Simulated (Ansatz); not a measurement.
# AgCl: the cost of one run

Method: DFT PBE, scalar-relativistic, plane waves, PAW, in Ansatz 0.2.0.

2 further runs of the same task are left out: 2 set aside as unsound or not needed.

**1. The system as given**

It takes space group Fm-3m (No. 225, cubic). Conventional cell: a = 5.546 Å, b = 5.546 Å, c = 5.546 Å, α = 90.00°, β = 90.00°, γ = 90.00°. Ag (site symmetry m-3m) is surrounded by 6 Cl at 2.77 Å. Cl (site symmetry m-3m) has 6 Ag at 2.77 Å as nearest neighbours.

As a file:

```
Ag Cl
1.0
     0.00000    2.77315    2.77315
     2.77315    0.00000    2.77315
     2.77315    2.77315    0.00000
Ag Cl
1 1
Cartesian
  2.7731 2.7731 2.7731
  0.0000 0.0000 0.0000
```

The structure comes from the Crystallography Open Database.

**7. The grid**

The energy is mapped over two normal modes frozen in (zone-centre modes of the cell shown).

First coordinate, amplitude of mode 4 (92 cm⁻¹), largest displacement: 11 values from −0.639 Å. Second coordinate, amplitude of mode 5 (92 cm⁻¹), largest displacement: 11 values from −0.639 Å.

Nothing else is relaxed (the cell and all other modes fixed). Energies count from the relaxed high-symmetry cell. Points are written as (first, second).

The patterns, per unit of each coordinate (Å):

```
atom      x1     y1     z1     x2      y2     z2
 Ag1  -0.329  0.000  0.000  0.000  -0.329  0.000
 Cl2   1.000  0.000  0.000  0.000   1.000  0.000
```

(The set-up runs are not shown.)

**8. Grid point (−0.383 Å, −0.383 Å)**

input.yaml

```yaml
crystal:
  lattice:
    - [0.0, 2.8060228508, 2.8060228508]
    - [2.8060228508, 0.0, 2.8060228508]
    - [2.8060228508, 2.8060228508, 0.0]
  atoms:
    - { symbol: Ag, position: [0.5, 0.5, 0.5449038639] }
    - { symbol: Cl, position: [0.0, 0.0, -0.1366346678] }
basis:
  ecutwfc: 420
kpoints:
  mp_grid: { grid: [8, 8, 8] }
hamiltonian:
  xc: pbe
scf:
  occupations: { method: gaussian, width: 0.05 }
output:
  forces: true
  stress: true
  eigenvalues: true
```

Run with:

```
> ansatz run input.yaml --threads 1 --pin off --max-ram 2048MiB --backend cpu --events-out ev --progress --plain --runs-dir out
```

Q: Estimate wall time and peak memory on 1 thread of Arm Neoverse V1, shared host.

About 6 s, with a peak of 0.35 GiB.
